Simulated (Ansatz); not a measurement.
**Ga in Ansatz: the effect of functional**

Crystal: Ga.

```
Ga
1.0
     1.42040   -3.98202    0.00000
     1.42040    3.98202    0.00000
     0.00000    0.00000    3.10529
Ga
2
Direct
  0.13300 0.86700 0.75000
  0.86700 0.13300 0.25000
```

This isn't the form of Ga at room conditions, which is orthorhombic.

The cell isn't the ideal one: volume scaled by 0.94.

Alike in all runs:

* Program: Ansatz 0.2.0
* Task: single point
* Potentials or basis: Ansatz PAW
* k mesh: 10 × 10 × 8
* Occupations: fermi-dirac, width 0.05 eV
* Spin: no spin polarisation

```tsv
functional	cutoff	pressure (GPa)	largest force (eV/Å)
LDA	420 eV (not typed: the program's choice for these potentials)	-0.8	0.22
PBEsol	420 eV (not typed: the program's choice for these potentials)	1.6	0.24
r2SCAN	500 eV (not typed: the program's choice for these potentials)	?	?
```

**Question.** What does the run with functional r2SCAN give?

**Answer.** Pressure 2.2 GPa; largest force 0.27 eV/Å.

Caveats: the PAW data sets come from PBE, with cores solved anew for the run's functional, which leaves a small shift of forces and pressure.

Runs at the PBE level aren't shown here.
